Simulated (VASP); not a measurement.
A run of VASP 6.6.1 is set up as follows.

The input INCAR:

```
SYSTEM = MoS2
PREC     = Accurate       ! precision mode
ENCUT    = 520            ! plane-wave cutoff, eV
EDIFF    = 1E-7           ! SCF threshold, eV
ISMEAR   = 1              ! smearing method
SIGMA    = 0.15           ! smearing width, eV
LREAL    = .False.        ! projectors in reciprocal space
LASPH    = .True.         ! aspherical terms in the spheres
NELM     = 100            ! most SCF steps
ALGO     = Fast           ! electronic algorithm
ISIF     = 2              ! what is computed and relaxed
LWAVE    = .False.        ! write WAVECAR
LCHARG   = .False.        ! write CHGCAR
GGA      = PE             ! functional
NBANDS   = 20             ! bands
```

File KPOINTS:

```
regular mesh
0
Gamma
  7 7 7
  0 0 0
```

File POSCAR:

```
MoS2
1.0
    1.5926155166      0.9194969992      7.4076425260
   -1.5926155166      0.9194969992      7.4076425260
    0.0000000000     -1.8389939924      7.4076425267
Mo S
1 2
Direct
    0.0001107620      0.0001107620      0.0001107620
    0.2631338418      0.2631338418      0.2631338418
    0.4037553962      0.4037553962      0.4037553962
```

Potentials or basis: VASP PAW PBE potentials, release 64 (Mo_sv, S).

Launch:

```console
$ cat potpaw_PBE.64/Mo_sv/POTCAR potpaw_PBE.64/S/POTCAR > POTCAR
$ mpirun -np 1 vasp_std > vasp.out
```

(1) What does it give for the largest force?

(2) Predict the pressure.

Results:

(1) 0.012 eV/Å.

(2) -0.1 GPa.
